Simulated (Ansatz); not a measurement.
PtSe2 (Sudovikovite):

```xyz
3
Lattice="3.7240 0.0000 0.0000 -1.8620 3.2251 0.0000 0.0000 0.0000 5.0620" Properties=species:S:1:pos:R:3 pbc="T T T"
Pt    0.0000    0.0000    0.0000
Se    1.8620    1.0750    3.7965
Se    0.0000    2.1501    1.2655
```

```yaml
Program: Ansatz 0.2.0
Task: relaxation of cell and atoms
Functional: r2SCAN
Potentials_or_basis: Ansatz PAW
Cutoff: "500 eV (not typed: the program's choice for these potentials)"
k_mesh: 8 × 8 × 5
Occupations: fermi-dirac, width 0.05 eV
Spin: no spin polarisation
Hubbard_terms: Pt d U = 6 eV
```

At the start: volume 20.27 Å³/atom.

How do energy, volume and symmetry change on relaxing?

It ends after 10 steps and the volume is 22.88 Å³/atom (+12.9 %); space group P-3m1 (No. 164, to 0.05 Å).

The path:
```csv
step,energy change (eV),largest force (eV/Å),volume (Å³)
1,0.0000,0.5316,60.80
2,-0.0282,0.2982,64.94
3,-0.0438,0.0408,64.03
4,-0.0461,0.0180,64.42
5,-0.0493,0.0725,65.80
6,-0.0516,0.0065,67.27
7,-0.0523,0.0036,68.47
8,-0.0523,0.0104,68.69
9,-0.0523,0.0003,68.64
10,-0.0539,0.0003,68.64
```

Final structure:
```
Pt Se
1.0
     3.72223    0.00000    0.00000
    -1.86112    3.22355    0.00000
     0.00000    0.00000    5.72085
Pt Se
1 2
Direct
  0.00000 0.00000 0.00000
  0.66667 0.33333 0.77006
  0.33333 0.66667 0.22994
```

Caveat: the plane-wave basis is chosen anew once the cell has moved, so the energies of steps on either side of that aren't comparable; the volume moved by +13 % from the deposited cell, more than functionals usually miss; the PAW data sets come from PBE, with cores solved anew for the run's functional, which leaves a small shift of forces and pressure.
